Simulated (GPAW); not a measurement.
Crystal: GaP.

```
Ga P
1.0
     0.00000    2.72525    2.72525
     2.72525    0.00000    2.72525
     2.72525    2.72525    0.00000
Ga P
1 1
Direct
  0.00000 0.00000 0.00000
  0.75000 0.75000 0.75000
```

- Program: GPAW 26.7.0
- Task: single point
- Functional: PBE
- Potentials or basis: GPAW PAW data sets (gpaw-data 1.2.1)
- Cutoff: 600 eV
- Basis: pw
- k mesh: 8 × 8 × 8
- Occupations: fermi-dirac, width 0.05 eV
- Spin: no spin polarisation

On this cell: pressure 4.5 GPa; largest force zero by symmetry; band gap on the k mesh 1.67 eV, indirect (least direct gap 1.89 eV).

The same run follows on a disturbed copy (atoms moved at random, drawn with an rms of 0.05 Å):

```xyz
2
Lattice="0.0000 2.7252 2.7252 2.7252 0.0000 2.7252 2.7252 2.7252 0.0000" Properties=species:S:1:pos:R:3 pbc="T T T"
Ga    0.0046    0.0437   -0.0466
P     4.0877    4.0891    4.0736
```

Q: What changes?

A: The energy moves by +8.1 meV/atom; pressure 4.7 GPa; largest force 0.615 eV/Å; band gap on the k mesh 1.46 eV, indirect (least direct gap 1.74 eV).

Forces in eV/Å, atoms in the order of the input:
```
Ga  -0.102 -0.481  0.370
P    0.102  0.481 -0.370
```

Stress tensor (GPa, compression positive):
```
 4.72  1.26 -1.64
 1.26  4.62 -0.33
-1.64 -0.33  4.66
```

A k mesh can miss the band edges.
